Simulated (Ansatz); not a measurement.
## Si3N4 — ¹⁴N nuclear quadrupole resonance

Cell: a computed structure from the Materials Project (it need not be an observed phase), taken as it stands.

```cif
data_Si3N4
_symmetry_space_group_name_H-M 'I-43d'
_symmetry_Int_Tables_number 220
_cell_length_a 6.4883
_cell_length_b 6.4883
_cell_length_c 6.4883
_cell_angle_alpha 90.000
_cell_angle_beta 90.000
_cell_angle_gamma 90.000
loop_
_atom_site_label
_atom_site_type_symbol
_atom_site_symmetry_multiplicity
_atom_site_Wyckoff_symbol
_atom_site_fract_x
_atom_site_fract_y
_atom_site_fract_z
Si Si 12 a 0.2500 0.3750 0.0000
N N 16 c 0.7814 0.2814 0.2186
```

One atom of each set is listed; the run and its k-mesh use a cell of 14 atoms with edges of 5.62, 5.62, 5.62 Å.

Computed with Ansatz: DFT, r2SCAN, plane waves and PAW, scalar-relativistic, 500 eV cutoff, Γ-centred 6×6×6 k-points, Fermi–Dirac smearing 0.02 eV.

¹⁴N: I = 1, Q = 20.44 mb (year-2017 value). Static lattice, zero field.

(1) At which frequencies do the ¹⁴N NQR lines lie?

Results:

(1) For I = 1 the lines are ν± = (3/4)|C_Q|(1 ± η/3) and ν₀ = |C_Q|η/2.

| site | atoms | V_zz (10²¹ V/m²) | C_Q (MHz) | η | line frequencies (MHz) |
| --- | --- | --- | --- | --- | --- |
| N | 8 | -5.97 | -2.95 | 0.00 | 2.21 |

An axis of threefold or higher order runs through N, so V_zz lies along it and η is zero.

At this cell the r2SCAN pressure is -6 GPa, so with r2SCAN the cell would shrink if it were relaxed. The entry's cell may itself be off.
